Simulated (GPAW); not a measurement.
The system is AlRu.

```
Ru Al
1.0
     2.99160    0.00000    0.00000
     0.00000    2.99160    0.00000
     0.00000    0.00000    2.99160
Ru Al
1 1
Direct
  0.50000 0.50000 0.50000
  0.00000 0.00000 0.00000
```

Program: GPAW 26.7.0. Alike in all runs: task band structure; no spin polarisation; cell as given; k mesh 9 × 9 × 9; cutoff (eV) 600; smearing fermi-dirac 0.05 eV.

Problem. Order these runs on this cell by their pressure, lowest first.
A. level BLYP; potentials or basis PAW data sets generated in the run's folder for this functional, pw; band points 100; eigensolver davidson
B. level PBEsol; potentials or basis PAW data sets generated in the run's folder for this functional, pw; band points 100
C. level revPBE; potentials or basis the program's PAW data sets (release 1.2.1) made for this functional, pw; band points 80
D. level LDA; potentials or basis the program's PAW data sets (release 1.2.1) made for this functional, pw; band points 100
E. level PBE; potentials or basis GPAW PAW data sets (gpaw-data 1.2.1), pw; band points 100

Solution. D (-7.6 GPa), B (-2.6 GPa), E (3.2 GPa), C (6.0 GPa), A (9.3 GPa).
